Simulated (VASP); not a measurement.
SiC (Moissanite):

```
CELL_PARAMETERS angstrom
3.07600 0.00000 0.00000
-1.53800 2.66389 0.00000
0.00000 0.00000 5.04800
ATOMIC_POSITIONS crystal
Si 0.66667 0.33333 0.50000
Si 0.33333 0.66667 0.00000
C 0.66667 0.33333 0.88500
C 0.33333 0.66667 0.38500
```

A sound run:

| Item | Value |
| --- | --- |
| Program | VASP 6.6.1 |
| Task | dielectric tensor |
| Functional | PBE |
| Potentials or basis | VASP PAW PBE potentials, release 64 (Si, C) |
| Cutoff | 800 eV |
| k mesh | 12 × 12 × 6 |
| Occupations | gaussian, width 0.01 eV |
| Spin | no spin polarisation |

It gives band gap on the k mesh 2.32 eV, indirect (least direct gap 4.08 eV).

**Question.** What do these careless settings give instead: cutoff 650 eV in place of 800 eV; k mesh 4 × 4 × 2 in place of 12 × 12 × 6?

**Answer.** Band gap on the k mesh 2.57 eV, indirect (least direct gap 4.06 eV). The run converged, but these numbers show the error of the settings and aren't properties of the crystal.
